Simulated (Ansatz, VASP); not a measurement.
## One calculation of TlCl, two programs

```
Tl Cl
1.0
     3.75046    0.00000    0.00000
     0.00000    3.75046    0.00000
     0.00000    0.00000    3.75046
Tl Cl
1 1
Cartesian
  0.0000 0.0000 0.0000
  1.8752 1.8752 1.8752
```

Alike in both runs: task single point; functional PBEsol; k mesh 6 × 6 × 6; no spin polarisation.

|  | VASP | Ansatz |
| --- | --- | --- |
| version | VASP 6.6.1 | Ansatz 0.2.0 |
| potentials or method | VASP PAW PBE potentials, release 64 (Tl_d, Cl) | PAW with Ansatz's default frozen-core files, scalar-relativistic |
| plane-wave cutoff (eV) | 520 | 420 |
| occupations | gaussian, width 0.01 eV | fixed |
| valence electrons in the cell | 20 | 20 |

```tsv
	VASP	Ansatz	Ansatz less VASP
gap on the k mesh at the Fermi level (eV)	1.76	1.75	-0.006
pressure (GPa)	0.4	0.5	+0.07
```

Caveats: the PAW data sets were made with another functional, which shifts forces and pressure a little (VASP); spin-orbit coupling is left out, which as a rule narrows the gap of such compounds by several tenths of an eV. Expect the measured gap to be larger: semilocal functionals such as PBEsol lack the derivative discontinuity. A k mesh can miss the band edges.
